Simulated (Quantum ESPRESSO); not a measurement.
Runs of Quantum ESPRESSO 7.5 on MoS2. The cell holds a slab with vacuum, 6 atoms: a = 3.171 Å, b = 3.171 Å, c = 24.172 Å, α = 90.00°, β = 90.00°, γ = 120.00°. 

```tsv
smearing	gap on the mesh (eV)	largest force (eV/Å)	work function (eV)
fermi-dirac 0.05 eV	none	1.11	5.07
fermi-dirac 0.2 eV	none	1.12	5.18
fermi-dirac 0.1 eV	none	1.11	(a)
fermi-dirac 0.025 eV	none	1.12	5.07
fermi-dirac 0.01 eV	none	1.13	5.07
```

Alike in all rows: task work function; level PBE; potentials or basis PseudoDojo 0.4.1 SR PBE standard; no spin polarisation; cell as given; k mesh 10 × 10 × 1; cutoff (eV) 1088.

Q: Fill in the values left out.

A: (a) 5.12.

Caveats: the cell's inner coordinates are idealised or old, which leaves forces on the atoms.

A k mesh can miss the band edges, and the runs leave out spin-orbit coupling on Mo.

A gap of «none» marks a metal or a gap under the smearing width.
